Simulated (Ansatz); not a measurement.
**Hf: from a first guess to the relaxed fcc type**

First guess:

```yaml
crystal:
  lattice:
    - [0.00000, 2.15495, 2.15495]
    - [2.15495, 0.00000, 2.15495]
    - [2.15495, 2.15495, 0.00000]
  atoms:
    - { symbol: Hf, position: [0.00000, 0.00000, 0.00000] }
```

Computed with Ansatz 0.2.0, DFT, PBE, PAW with Ansatz's default frozen-core files, scalar-relativistic.

Cell and atoms relax within the symmetry of the start on a 13×13×13 k mesh with 0.05 eV Fermi–Dirac smearing.

The start is built from a prototype, known or not as a phase of this compound; the cutoff is 420 eV.

No spin–orbit coupling, which matters for the heavy atoms here.

Q: What is the pressure of the first guess?

A: 15.14 GPa.

Q: What does it relax to?

A: a = 4.485 Å, b = 4.485 Å, c = 4.485 Å, α = 90.00°, β = 90.00°, γ = 90.00° (conventional cell), 22.55 Å³ per atom:
Space group Fm-3m (No. 225). a = 4.485 Å, b = 4.485 Å, c = 4.485 Å, α = 90.00°, β = 90.00°, γ = 90.00°
```csv
atom,site,symmetry,x,y,z
Hf,4a,m-3m,0.0000,0.0000,0.0000
```

Q: How much energy does the relaxation release?

A: 110 meV/atom.
